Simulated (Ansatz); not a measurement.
Ansatz input file:

```yaml
crystal:
  lattice:
    - [-0.17954048, 2.4366785094, 2.4366785094]
    - [2.2571380294, 0.0, 2.2571380294]
    - [2.2571380294, 2.2571380294, 0.0]
  atoms:
    - { symbol: Mg, position: [0.0, 0.0, 0.0] }
basis:
  ecutwfc: 420
kpoints:
  mp_grid: { grid: [14, 15, 15] }
hamiltonian:
  xc: pbe
scf:
  occupations: { method: gaussian, width: 0.1 }
output:
  forces: true
  stress: true
  eigenvalues: true
```

Command:
```bash
ansatz run input.yaml --threads 1 --pin off --max-ram 1331MiB --backend cpu --events-out ev --progress --plain --runs-dir out
```

Computed with Ansatz 0.2.0, DFT PBE, scalar-relativistic, plane waves, PAW.

Abridged output (iterations and final results):

```
SCF iter   1: F=—  HF=-1923.742290 eV  |F-HF|=—  |Δ(HF+E_count)|=         —  Δρ=5.42e-4  dr2=6.06e-5  ethr=1.77e-3  ⟨swp⟩=5.5  Hψ=53591  notcnv=0
SCF iter   2: F=—  HF=-1923.742402 eV  |F-HF|=—  |Δ(HF+E_count)|=   1.12e-4  Δρ=3.64e-4  dr2=2.95e-5  ethr=6.06e-7  ⟨swp⟩=2.6  Hψ=19049  notcnv=0
SCF iter   3: F=—  HF=-1923.742410 eV  |F-HF|=—  |Δ(HF+E_count)|=   8.46e-6  Δρ=1.23e-4  dr2=3.29e-6  ethr=2.95e-7  ⟨swp⟩=1.0  Hψ=7612  notcnv=0
SCF iter   4: F=-1923.742412 eV  HF=-1923.742412 eV  |F-HF|=5.76e-9  |Δ(HF+E_count)|=   1.67e-6  Δρ=6.71e-6  dr2=5.20e-9  ethr=3.29e-8  ⟨swp⟩=1.8  Hψ=8363  notcnv=0
SCF iter   5: F=-1923.742412 eV  HF=-1923.742412 eV  |F-HF|=8.35e-10  |Δ(HF+E_count)|=   1.81e-9  Δρ=2.16e-6  dr2=4.65e-10  ethr=5.20e-11  ⟨swp⟩=2.0  Hψ=11855  notcnv=0
SCF iter   6: F=-1923.742412 eV  HF=-1923.742412 eV  |F-HF|=8.87e-11  |Δ(HF+E_count)|=  4.69e-10  Δρ=6.87e-7  dr2=5.25e-11  ethr=4.65e-12  ⟨swp⟩=1.6  Hψ=22657  notcnv=0
SCF 1 converged in 6 iterations: F = -1923.742412 eV  dr2 = 5.25e-11
SCF converged after 6 iterations
Free energy (F): -1923.742412 eV
Harris-Foulkes:  -1923.742412 eV  (|F-HF|=8.87e-11)
Internal energy: -1923.739803 eV  (E = F + TS)
E sigma→0 (E₀):  -1923.741107 eV
Entropy (-TS):   -0.002609 eV (-2.609 meV/atom)
Fermi energy:    4.718127 eV
--- Per-component energies (eV) ---
  E_band       = -367.318052
  E_kinetic    = 74.172216
  E_local      = -1667.772945  (includes V_loc(G=0)·N_el)
  E_nonlocal   = 95.773297
  E_hartree    = 597.720981
  E_xc         = -27.979213
  E_vxc        = -36.075878  (∫ρ·V_xc dr)
  E_paw        = -292.791402  (= ΣΔE_a)
  E_vpaw       = -28.856454  (= ΣTr[D̂ρ^β])
  E_aug_tail   = -0.000004  (compensation charges beyond the density's cutoff)
  E_ewald      = -702.862733
  E_smearing   = -0.002609  (= −TS)
--- Forces (eV/Å), atoms counted from 1 ---
  atom   1  Mg     0.00000000     0.00000000     0.00000000
--- Stress (GPa, compression-positive) ---
       -2.488257       1.047227       1.047227
        1.047227      -2.608630      -1.226952
        1.047227      -1.226952      -2.608630
  P = ⅓ Tr σ = -2.5685 GPa (-25.685 kbar)
--- Band table (eV; the first three rows and the last of 848) ---
  k-point 0: bands = ["-71.4010", "-38.1550", "-38.1388", "-38.1386", "-1.7023", "14.4916", "15.0964", "17.3172", "17.3173"]
  k-point 1: bands = ["-71.4009", "-38.1550", "-38.1397", "-38.1390", "-1.6056", "14.0948", "15.4626", "15.9910", "16.9938"]
  k-point 2: bands = ["-71.4006", "-38.1553", "-38.1428", "-38.1397", "-1.3160", "13.2608", "14.0815", "16.4259", "16.4779"]
  k-point 847: bands = ["-71.3988", "-38.1648", "-38.1554", "-38.1447", "3.4688", "3.8689", "13.8496", "14.4001", "15.1210"]
```

The calculation finished and met its thresholds.